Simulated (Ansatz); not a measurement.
# Ba (Im-3m) in Ansatz: convergence with n extra bands

Aim: find how far n extra bands must go before the results for Ba settle, at PBE. This setting moves, with any that are tied to it; all else stays.

Program: Ansatz 0.2.0. These are calculated values, not measurements. Logs are shortened: lines on timing, memory, paths and dates and some standing lists are left out, and cuts for length are marked.

### 1 The crystal as given

It takes space group Im-3m (No. 229, cubic). Conventional cell: a = 5.013 Å, b = 5.013 Å, c = 5.013 Å, α = 90.00°, β = 90.00°, γ = 90.00°. Ba (site symmetry m-3m) is surrounded by 8 Ba at 4.34 Å.

### 2 With n extra bands 1

The input, input.yaml:

```yaml
crystal:
  lattice:
    - [-2.5065, 2.5065, 2.5065]
    - [2.5065, -2.5065, 2.5065]
    - [2.5065, 2.5065, -2.5065]
  atoms:
    - { symbol: Ba, position: [0.0, 0.0, 0.0] }
kpoints:
  mp_grid: { grid: [8, 8, 8] }
scf:
  occupations: { method: fermi_dirac, width: 0.05 }
  n_extra_bands: 1
hamiltonian:
  xc: pbe
  pseudopotentials: { kind: all_electron, lapw: { basis_error: 0.001 } }
output:
  forces: true
  stress: true
  eigenvalues: true
```

Potentials or basis: all-electron LAPW, scalar-relativistic.

On the command line:

```sh
$ ansatz run input.yaml --threads 1 --pin off --max-ram 3072MiB --backend cpu --events-out ev --progress --plain --runs-dir out
```

Run time: 1.2 s. Hardware: 1 thread of Arm Neoverse V2, shared host; peak memory 0.2 GiB.

What came out:

| Item | Value |
| --- | --- |
| Free energy | -221372.2924 eV |
| Pressure | 0.0 GPa |
| Band gap on the k mesh | none (metal or under the smearing width) |

### 3 With n extra bands 2

Edit input.yaml of step 2 so:

```diff
@@ -11,3 +11,3 @@
   occupations: { method: fermi_dirac, width: 0.05 }
-  n_extra_bands: 1
+  n_extra_bands: 2
 hamiltonian:
```

Potentials or basis: all-electron LAPW, scalar-relativistic.

On the command line:

```sh
$ ansatz run input.yaml --threads 1 --pin off --max-ram 3072MiB --backend cpu --events-out ev --progress --plain --runs-dir out
```

Run time: 1.2 s. Hardware: 1 thread of Arm Neoverse V2, shared host; peak memory 0.2 GiB.

Results:

| Quantity | Value |
| --- | --- |
| Free energy | -221372.2924 eV |
| Pressure | 0.0 GPa |
| Band gap on the k mesh | none (metal or under the smearing width) |

### 4 With n extra bands 4

Edit input.yaml of step 3 so:

```diff
@@ -11,3 +11,3 @@
   occupations: { method: fermi_dirac, width: 0.05 }
-  n_extra_bands: 2
+  n_extra_bands: 4
 hamiltonian:
```

On the command line:

```sh
$ ansatz run input.yaml --threads 1 --pin off --max-ram 3072MiB --backend cpu --events-out ev --progress --plain --runs-dir out
```

It took 1.4 s on 1 thread of Arm Neoverse V2, shared host; peak memory 0.2 GiB.

What came out:

```
Free energy            : -221372.2924 eV
Pressure               : 0.0 GPa
Band gap on the k mesh : none (metal or under the smearing width)
```

### 5 With n extra bands 8

Edit input.yaml of step 4 so:

```diff
@@ -11,3 +11,3 @@
   occupations: { method: fermi_dirac, width: 0.05 }
-  n_extra_bands: 4
+  n_extra_bands: 8
 hamiltonian:
```

On the command line:

```sh
$ ansatz run input.yaml --threads 1 --pin off --max-ram 3072MiB --backend cpu --events-out ev --progress --plain --runs-dir out
```

It took 1.5 s on 1 thread of Arm Neoverse V2, shared host; peak memory 0.2 GiB.

What came out:

* Free energy: -221372.2924 eV
* Pressure: 0.0 GPa
* Band gap on the k mesh: none (metal or under the smearing width)

### 6 With n extra bands 16

Edit input.yaml of step 5 so:

```diff
@@ -11,3 +11,3 @@
   occupations: { method: fermi_dirac, width: 0.05 }
-  n_extra_bands: 8
+  n_extra_bands: 16
 hamiltonian:
```

Potentials or basis: all-electron LAPW, scalar-relativistic.

On the command line:

```sh
$ ansatz run input.yaml --threads 1 --pin off --max-ram 3072MiB --backend cpu --events-out ev --progress --plain --runs-dir out
```

The log of the run:

```text
Warning: RAYON_NUM_THREADS=1 ignored (pool sized by the plan → 1); use --threads N
LAPW: plane waves up to 4.413 Å⁻¹, error target 1.0e-3 eV per atom; small_component_spin mean_spin; Ba in spheres of 2.171 Å, 20 of its electrons in bands, Dirac shells [] (how accurate: hamiltonian.pseudopotentials.lapw.basis_error, Limitations)
scf.n_extra_bands = 16 over 10 filled bands (N_el = 20.0): the run solves 26 bands
Engine: ansatz 0.2.0, aarch64-unknown-linux-gnu
Pseudopotentials: kind: all_electron
Pseudopotential: Ba, LAPW, valence charge 20, lapw/all_electron/scalar/gaussian/Ba, Koelling and Harmon's equation, gaussian nucleus
Functional definition: PBE
  parameter kappa = 0.804
  parameter beta = 0.06672455060314922
  exchange = pbe_x(kappa = kappa, mu = beta*pi^2/3)
  correlation = pbe_c(beta = beta)
Crystal: 1 atoms, lattice volume = 62.989 Å³
Basis set: ecut = 74.19751573872796 eV, 87 PW (Γ), exchange–correlation at level 2
Bands: 26, of which v1, the nominal top of the filled ones, is band 10 counted from 1 (9 counted from 0)
Symmetry: 48 space group operations
Space group: Im-3m (ITA 229), of the structure as read, at distance tolerance 4.0e-5 Å
k-points: 29 of 512
Non-local potential: Ba, projectors of the file, none
Initial density: superposition of atomic densities (chi_scale 0.1, normalization cell)
Initial wavefunctions: plane waves of lowest kinetic energy (no species holds an atomic orbital)
Functional: x = pbe(κ = 0.804, μ = 0.2195149727645171), c = pbe(β = 0.06672455060314922)
iter 1 solved again at ethr=2.09e-5 eV; its pass at ethr=1.00e-1 eV (dr2=4.18e-3 eV) is discarded
SCF iter   1: F=—  HF=-221372.285610 eV  |F-HF|=—  |Δ(HF+E_count)|=         —  Δρ=2.15e-3  dr2=4.17e-3  ethr=2.09e-5  ⟨swp⟩=3.4  Hψ=5343  notcnv=0
preconditioner: auto → none  [insulator: Δε(μ)=0.180 eV  Ē_g=6.670 eV  σ=0.050 eV  W_gap=0.68  n_scr=12 (ndim 8)  ℏωp=6.6 eV  f_vac=0.000  D(μ)=0.91/eV (n_scr^D=0)  ε∞_Penn≈2.0]
SCF iter   2: F=—  HF=-221372.290140 eV  |F-HF|=—  |Δ(HF+E_count)|=   4.53e-3  Δρ=1.21e-3  dr2=1.34e-3  ethr=2.09e-5  ⟨swp⟩=2.0  Hψ=1916  notcnv=0
iter 3 solved again at ethr=4.82e-8 eV; its pass at ethr=6.68e-6 eV (dr2=9.65e-6 eV) is discarded
SCF iter   3: F=—  HF=-221372.292401 eV  |F-HF|=—  |Δ(HF+E_count)|=   2.26e-3  Δρ=9.46e-5  dr2=9.63e-6  ethr=4.82e-8  ⟨swp⟩=2.1  Hψ=3174  notcnv=0
SCF iter   4: F=—  HF=-221372.292385 eV  |F-HF|=—  |Δ(HF+E_count)|=         —  Δρ=2.42e-5  dr2=6.36e-7  ethr=4.82e-8  ⟨swp⟩=2.0  Hψ=1914  notcnv=0
the basis was enlarged: its passes take 186.5 KiB over the memory plan, 1 of 1 planned eigensolver slots
SCF iter   5: F=-221372.292385 eV  HF=-221372.292385 eV  |F-HF|=1.25e-9  |Δ(HF+E_count)|=   2.05e-7  Δρ=2.06e-6  dr2=4.59e-9  ethr=3.18e-9  ⟨swp⟩=2.2  Hψ=1921  notcnv=0
SCF 1 converged in 5 iterations: F = -221372.292385 eV  dr2 = 4.59e-9
SCF converged after 5 iterations
Free energy (F): -221372.292385 eV
Harris-Foulkes:  -221372.292385 eV  (|F-HF|=1.25e-9)
Internal energy: -221372.284396 eV  (E = F + TS)
E sigma→0 (E₀):  -221372.288391 eV
Entropy (-TS):   -0.007989 eV (-7.989 meV/atom)
Fermi energy:    7.656939 eV
--- Per-component energies (eV) ---
  E_band       = -837.133386
  E_kinetic    = 235876.869333
  E_xc         = -5392.503054
  E_electrostatic = -451856.650676  (all electrons and nuclei)
  E_smearing   = -0.007989  (= −TS)
  E_closure    = 0.000000  (closes the sum)
  E_atoms      = -221370.400070  (free atoms, spherical and without spin; not in F)
  Σ components = -221372.292385   (vs F -221372.292385, Δ=0.00e0)
  Basis errors (estimates in eV, not in F): energy 3.6e-4 per atom: plane waves 3.2e-4 (1.7e-4 summed), levels above the bands 3.2e-97, relativity 1.0e-8, radial functions 3.6e-5, core shells 3.2e-7; eigenvalues (radial functions only) 3.0e-6; not estimated: angular momenta, meshes, grids; target (lapw.basis_error) 1.0e-3; muffin-tin radii Ba 2.171 Å
--- Forces (eV/Å), atoms counted from 1 ---
  atom   1  Ba     0.00000000     0.00000000     0.00000000
  max |Σ_I F_I| component: 3.29e-32 eV/Å
--- Stress (GPa, compression-positive) ---
       -0.007364       0.000000       0.000000
        0.000000      -0.007364       0.000000
        0.000000       0.000000      -0.007364
  P = ⅓ Tr σ = -0.0074 GPa (-0.074 kbar)
--- Band table (eV; the first three rows and the last of 29) ---
  k-point 0: bands = ["-77.0664", "-77.0664", "-77.0664", "-77.0609", "-77.0609", "-21.1917", "-6.1430", "-6.1430", "-6.1430", "4.9350", "9.5141", "9.5141", "9.5141", "10.9137", "10.9137", "12.7614", "12.7614", "12.7614", "14.4911", "14.4911", "14.4911", "14.7984", "17.4964", "17.4964", "17.4964", "19.9600"]
  k-point 1: bands = ["-77.0664", "-77.0664", "-77.0664", "-77.0609", "-77.0609", "-21.1853", "-6.2150", "-6.1652", "-6.1435", "5.2214", "9.2786", "9.3392", "9.7938", "10.5875", "10.8617", "12.9982", "13.0931", "13.3695", "14.3943", "14.3965", "14.5036", "14.7744", "17.5408", "17.6938", "17.6987", "18.6984"]
  k-point 2: bands = ["-77.0664", "-77.0664", "-77.0664", "-77.0609", "-77.0609", "-21.1700", "-6.3818", "-6.2181", "-6.1446", "5.9441", "8.8073", "8.8386", "10.5966", "10.6455", "10.8838", "13.2476", "13.7252", "13.8932", "14.2098", "14.2752", "14.5189", "14.6773", "16.7394", "17.0042", "18.3435", "18.6196"]
  k-point 28: bands = ["-77.0664", "-77.0664", "-77.0664", "-77.0609", "-77.0609", "-21.1161", "-6.4625", "-6.4625", "-6.4625", "7.1370", "7.1370", "11.7025", "11.7025", "11.7025", "12.4137", "12.4137", "12.4137", "13.6191", "14.6473", "14.6473", "14.6473", "15.0696", "15.0696", "15.0696", "15.1298", "19.2772"]
```

It took 1.8 s on 1 thread of Arm Neoverse V2, shared host; peak memory 0.21 GiB.

Results:

```yaml
Free_energy: -221372.2924 eV
Pressure: 0.0 GPa
Band_gap_on_the_k_mesh: none (metal or under the smearing width)
```

### 7 Summary

```csv
n extra bands,"energy less the tightest run, at zero smearing (meV/atom)",SCF cycles,CPU time (s),peak memory (GiB)
1,0.00,5,1.2,0.2
2,0.00,5,1.2,0.2
4,0.00,5,1.4,0.2
8,0.00,5,1.5,0.2
16,0.00,5,1.8,0.21
```

Against the tightest run, the energy stays within 1 meV/atom from 1 on. The tightest run that finished is the yardstick and may itself not be fully converged.
